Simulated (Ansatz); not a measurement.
# MoSe2: the cost of one run

Program: Ansatz 0.2.0. Level of theory: DFT LDA+D3(BJ), scalar-relativistic, plane waves, PAW. These are calculated values, not measurements.

12 further runs of the same task are left out: 12 set aside as unsound or not needed.

## Step 1: The starting structure

It takes space group P6_3/mmc (No. 194, hexagonal). The conventional cell has a = 3.204 Å, b = 3.204 Å, c = 12.164 Å, α = 90.00°, β = 90.00°, γ = 120.00°. Mo (site symmetry -6m2) is surrounded by 6 Se at 2.49 Å. Around Se (site symmetry 3m) lie 3 Mo at 2.49 Å.

Coordinates:

```cif
data_structure
_symmetry_space_group_name_H-M 'P6_3/mmc'
_symmetry_Int_Tables_number 194
_cell_length_a 3.2038
_cell_length_b 3.2038
_cell_length_c 12.1637
_cell_angle_alpha 90.000
_cell_angle_beta 90.000
_cell_angle_gamma 120.000
_cell_volume 108.13
loop_
_atom_site_label
_atom_site_type_symbol
_atom_site_symmetry_multiplicity
_atom_site_Wyckoff_symbol
_atom_site_fract_x
_atom_site_fract_y
_atom_site_fract_z
_atom_site_occupancy
Mo1 Mo 2 d 0.66667 0.33333 0.25000 1
Se1 Se 4 f 0.33333 0.66667 0.38670 1
```

It goes back to an entry of the Materials Project, which need not be the stable form.

It is the result of an earlier relaxation at this level (volume 18.02 Å³/atom; gap on the mesh: 0.48 eV).

## Step 2: Plan of the line

Atoms count from 1 in the order of the input.

The energy is mapped over a free internal coordinate and the cell.

First coordinate, shift of Se3 along [0 0 1], its symmetry partners moved as symmetry demands (measured in the relaxed cell): 7 values from −0.298 Å. Second coordinate, c/a of the conventional cell at fixed volume: 7 values from 3.037 to 4.556.

Nothing else is relaxed (all other coordinates fixed). Energies count from the relaxed crystal. Points are written as (first, second).

## Step 3: The run at (−0.298 Å, 3.290)

File input.yaml:

```yaml
crystal:
  lattice:
    - [3.360359972, 0.0, 0.0]
    - [-1.680179986, 2.9101571016, 0.0]
    - [0.0, 0.0, 11.056928452]
  atoms:
    - { symbol: Mo, position: [0.6666666667, 0.3333333333, 0.25] }
    - { symbol: Mo, position: [0.3333333333, 0.6666666667, 0.75] }
    - { symbol: Se, position: [0.3333333333, 0.6666666667, 0.36220565] }
    - { symbol: Se, position: [0.6666666667, 0.3333333333, 0.86220565] }
    - { symbol: Se, position: [0.3333333333, 0.6666666667, 0.13779435] }
    - { symbol: Se, position: [0.6666666667, 0.3333333333, 0.63779435] }
basis:
  ecutwfc: 420
kpoints:
  mp_grid: { grid: [12, 12, 4] }
hamiltonian:
  xc: lda
  pseudopotentials: { kind: paw, azcp: { folder: soft_1 } }
  dispersion: d3bj
scf:
  occupations: { method: gaussian, width: 0.05 }
output:
  forces: true
  stress: true
  eigenvalues: true
```

Command:

```
$ ansatz run input.yaml --threads 2 --pin off --max-ram 4096MiB --backend cpu --events-out ev --progress --plain --runs-dir out
```

What time and memory should one allow on 2 threads of Arm Neoverse N1, shared host?

About 21 s, with a peak of 0.53 GiB.
